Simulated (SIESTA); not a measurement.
A run of SIESTA 5.4.2:

The input Pt.fdf:

```
SystemName                      Pt
SystemLabel                     Pt
NumberOfSpecies                 1
NumberOfAtoms                   1
%block ChemicalSpeciesLabel
  1  78 Pt
%endblock ChemicalSpeciesLabel

LatticeConstant                 1.0 Ang
%block LatticeVectors
     0.0000000000     1.9609000000     1.9609000000
     1.9609000000     0.0000000000     1.9609000000
     1.9609000000     1.9609000000     0.0000000000
%endblock LatticeVectors
AtomicCoordinatesFormat         Ang
%block AtomicCoordinatesAndAtomicSpecies
     0.0000000000     0.0000000000     0.0000000000  1
%endblock AtomicCoordinatesAndAtomicSpecies

%block kgrid.MonkhorstPack
   12   0   0  0.0
    0  12   0  0.0
    0   0  12  0.0
%endblock kgrid.MonkhorstPack
XC.Functional                   GGA
XC.Authors                      PBE
PAO.BasisSize                   DZP
PAO.EnergyShift                 0.003 Ry
Mesh.Cutoff                     800 Ry
OccupationFunction              FD
ElectronicTemperature           0.05 eV
MaxSCFIterations                120
SCF.MustConverge                false
SCF.Mixer.Method                Pulay
SCF.Mixer.Weight                0.25
SCF.Mixer.History               8
SCF.DM.Tolerance                5.0e-05
SCF.H.Tolerance                 1.0e-03 eV
WriteForces                     true
Charge.Mulliken                 end
Charge.Hirshfeld                end
Charge.Voronoi                  end
SaveRho                         true
SaveElectrostaticPotential      true
BandLinesScale                  ReciprocalLatticeVectors
%block BandLines
    1    0.000000   0.000000   0.000000  \Gamma
   12    0.500000   0.000000   0.500000  X
    6    0.500000   0.250000   0.750000  W
    4    0.375000   0.375000   0.750000  K
   13    0.000000   0.000000   0.000000  \Gamma
   11    0.500000   0.500000   0.500000  L
    8    0.625000   0.250000   0.625000  U
    4    0.500000   0.250000   0.750000  W
    9    0.500000   0.500000   0.500000  L
    8    0.375000   0.375000   0.750000  K
    1    0.625000   0.250000   0.625000  U
    4    0.500000   0.000000   0.500000  X
%endblock BandLines
%block PAO.Basis
  Pt 5
  n=5 0 2
    2.732 0.000
  n=6 0 2
    7.326 0.000
  n=5 1 2
    3.260 0.000
  n=6 1 1
    7.326
  n=5 2 2
    5.692 0.000
%endblock PAO.Basis
```

Potentials or basis: PseudoDojo 0.4 standard (PBE files), DZP (energy shift 0.003 Ry; two zetas on semicore shells).

Command:

```console
$ siesta < Pt.fdf > Pt.out 2>&1
```

Hardware: 1 thread of Intel(R) Xeon(R) Platinum 8488C (Sapphire Rapids), on a shared host.

Question: How long does it take, and how much memory?

Answer: Run time: 34 s on 1 thread of Intel(R) Xeon(R) Platinum 8488C (Sapphire Rapids), with other jobs on the host, peak memory 0.22 GiB. Counts: scf iterations 9, k points 948, bands 23.
